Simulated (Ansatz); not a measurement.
## Molecular dynamics of Al2O3

The input (input.yaml):

```yaml
crystal:
  lattice:
    - [-2.493606, -1.439684, 9.075296]
    - [2.493606, -1.439684, 9.075296]
    - [0.0, 2.879368, 9.075296]
  atoms:
    - { symbol: Al, position: [0.17608, 0.17608, 0.17608] }
    - { symbol: Al, position: [0.07392, 0.07392, 0.07392] }
    - { symbol: Al, position: [0.32392, 0.32392, 0.32392] }
    - { symbol: Al, position: [0.42608, 0.42608, 0.42608] }
    - { symbol: O, position: [0.31876, 0.93124, 0.625] }
    - { symbol: O, position: [0.625, 0.31876, 0.93124] }
    - { symbol: O, position: [0.93124, 0.625, 0.31876] }
    - { symbol: O, position: [0.18124, 0.56876, 0.875] }
    - { symbol: O, position: [0.875, 0.18124, 0.56876] }
    - { symbol: O, position: [0.56876, 0.875, 0.18124] }
    - { symbol: Al, position: [0.67608, 0.67608, 0.67608] }
    - { symbol: Al, position: [0.57392, 0.57392, 0.57392] }
    - { symbol: Al, position: [0.82392, 0.82392, 0.82392] }
    - { symbol: Al, position: [0.92608, 0.92608, 0.92608] }
    - { symbol: O, position: [0.81876, 0.43124, 0.125] }
    - { symbol: O, position: [0.125, 0.81876, 0.43124] }
    - { symbol: O, position: [0.43124, 0.125, 0.81876] }
    - { symbol: O, position: [0.68124, 0.06876, 0.375] }
    - { symbol: O, position: [0.375, 0.68124, 0.06876] }
    - { symbol: O, position: [0.06876, 0.375, 0.68124] }
basis:
  ecutwfc: 420.0
kpoints:
  mp_grid: { grid: [3, 3, 3] }
hamiltonian:
  xc: pbe
  pseudopotentials: { kind: paw, azcp: { folder: soft_1 } }
scf:
  occupations: { method: fermi_dirac, width: 0.3 }
  lower_state_search: "off"
md:
  timestep: 0.75
  n_steps: 220
  ensemble: nvt_langevin
  temperature: 3500.0
  initial_velocities: maxwell_boltzmann
  seed: 907403
  friction: 0.02
```

Run as:

```bash
$ ansatz run input.yaml --threads 2 --pin off --max-ram 5120MiB --backend cpu --events-out ev --progress --plain --runs-dir out
```

It starts from an unrelaxed structure (largest force component 0.10 eV/Å).

Output, in part (step lines):

```
md step     0: t =     0.00 fs  T =  3325.0 K  F+E_penalty+E_count = -11137.89292718 eV  E_kin = 8.595790 eV  (8 SCF iters)
md step     1: t =     0.75 fs  T =  3232.9 K  F+E_penalty+E_count = -11137.86585201 eV  E_kin = 8.357592 eV  (7 SCF iters)
md step     2: t =     1.50 fs  T =  3024.8 K  F+E_penalty+E_count = -11137.78596639 eV  E_kin = 7.819750 eV  (8 SCF iters)
md step     3: t =     2.25 fs  T =  2975.6 K  F+E_penalty+E_count = -11137.65545078 eV  E_kin = 7.692611 eV  (7 SCF iters)
md step     4: t =     3.00 fs  T =  3163.9 K  F+E_penalty+E_count = -11137.46896226 eV  E_kin = 8.179341 eV  (7 SCF iters)
md step     5: t =     3.75 fs  T =  3084.3 K  F+E_penalty+E_count = -11137.22477458 eV  E_kin = 7.973446 eV  (5 SCF iters)
md step     6: t =     4.50 fs  T =  2735.1 K  F+E_penalty+E_count = -11136.93721346 eV  E_kin = 7.070745 eV  (5 SCF iters)
md step     7: t =     5.25 fs  T =  2593.8 K  F+E_penalty+E_count = -11136.60965285 eV  E_kin = 6.705509 eV  (5 SCF iters)
[... lines left out ...]
md step   219: t =   164.25 fs  T =  3400.8 K  F+E_penalty+E_count = -11131.33440049 eV  E_kin = 8.791720 eV  (5 SCF iters)
md step   220: t =   165.00 fs  T =  3393.3 K  F+E_penalty+E_count = -11131.22534581 eV  E_kin = 8.772242 eV  (7 SCF iters)
```

The steps, from the saved trajectory:

| time (fs) | T (K) | potential energy less start (eV) |
| --- | --- | --- |
| 0 | 3325 | 0.000 |
| 5.25 | 2594 | 1.283 |
| 10.5 | 1246 | 4.056 |
| 15.75 | 943 | 5.541 |
| 21 | 1404 | 5.209 |
| 26.25 | 1829 | 4.580 |
| 31.5 | 1710 | 4.163 |
| 36.75 | 2183 | 3.858 |
| 42 | 2344 | 4.461 |
| 47.25 | 2640 | 5.075 |
| 52.5 | 2532 | 5.701 |
| 57.75 | 2427 | 6.514 |
| 63 | 2408 | 6.762 |
| 68.25 | 3143 | 6.601 |
| 73.5 | 3501 | 6.734 |
| 78.75 | 4057 | 6.746 |
| 84 | 3685 | 7.020 |
| 89.25 | 3438 | 7.793 |
| 94.5 | 3166 | 8.729 |
| 99.75 | 3197 | 9.304 |
| 105 | 3614 | 8.565 |
| 110.25 | 3107 | 8.776 |
| 115.5 | 3537 | 9.699 |
| 120.75 | 3597 | 9.357 |
| 126 | 3889 | 9.116 |
| 131.25 | 3300 | 9.251 |
| 136.5 | 2594 | 9.025 |
| 141.75 | 3344 | 7.934 |
| 147 | 3452 | 6.896 |
| 152.25 | 3367 | 7.225 |
| 157.5 | 3285 | 7.315 |
| 162.75 | 3568 | 6.494 |

All steps were run. A run of 0.17 ps of so small a system gives no equilibrium averages.

Mean squared displacements from the first frame to the last, about the centre of mass: Al 0.07 Å², O 0.10 Å².

Last frame:

```xyz
20
Lattice="-2.4936 -1.4397 9.0753 2.4936 -1.4397 9.0753 0.0000 2.8794 9.0753" Properties=species:S:1:pos:R:3
Al 0.144 0.185 4.797
Al 0.154 0.476 1.823
Al 0.037 -0.230 8.595
Al 0.055 0.314 11.526
O 1.365 -0.099 16.634
O -0.807 1.425 16.631
O -0.735 -1.679 16.961
O 0.987 1.269 14.366
O -1.695 0.071 14.690
O 0.553 -1.589 14.345
Al 0.125 -0.026 18.216
Al -0.064 0.362 15.438
Al 0.052 0.297 22.110
Al -0.040 -0.083 24.934
O -1.007 -1.289 12.026
O 1.730 0.272 12.300
O -0.643 1.823 12.452
O -1.495 0.088 9.780
O 0.923 -1.021 10.330
O 0.453 1.355 10.024
```

Time of the run: 24 min on 2 threads of Arm Neoverse V1, on a shared host, peak memory 0.61 GiB.
